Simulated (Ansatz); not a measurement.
Crystal: Zr.

```xyz
2
Lattice="3.2320 0.0000 0.0000 -1.6160 2.7990 0.0000 0.0000 0.0000 5.1470" Properties=species:S:1:pos:R:3 pbc="T T T"
Zr    1.6160    0.9330    3.8603
Zr    0.0000    1.8660    1.2868
```

Base run:

| Item | Value |
| --- | --- |
| Program | Ansatz 0.2.0 |
| Functional | PBE |
| Potentials or basis | Ansatz PAW |
| Cutoff | 420 eV (not typed: the program's choice for these potentials) |
| k mesh | 9 × 9 × 5 |
| Occupations | fermi-dirac, width 0.05 eV |
| Spin | no spin polarisation |

Its results: band gap on the k mesh none (metal or under the smearing width); pressure 0.5 GPa.

Problem. After a change of settings the same cell gave: band gap on the k mesh none (metal or under the smearing width); pressure -6.1 GPa. Which change was it?
A. functional from PBE to LDA
B. occupations from fermi-dirac, width 0.05 eV to gaussian, width 0.011 eV
C. k mesh from 9 × 9 × 5 to 7 × 7 × 4; spin from no spin polarisation to spin-orbit coupling, no magnetisation; potential files from those of the base run to others of the same set

Solution. A.

LDA binds more tightly than PBE, so the same cell stands under less pressure.

Caveats: the PAW data sets come from PBE, with cores solved anew for the run's functional, which leaves a small shift of forces and pressure (some runs).
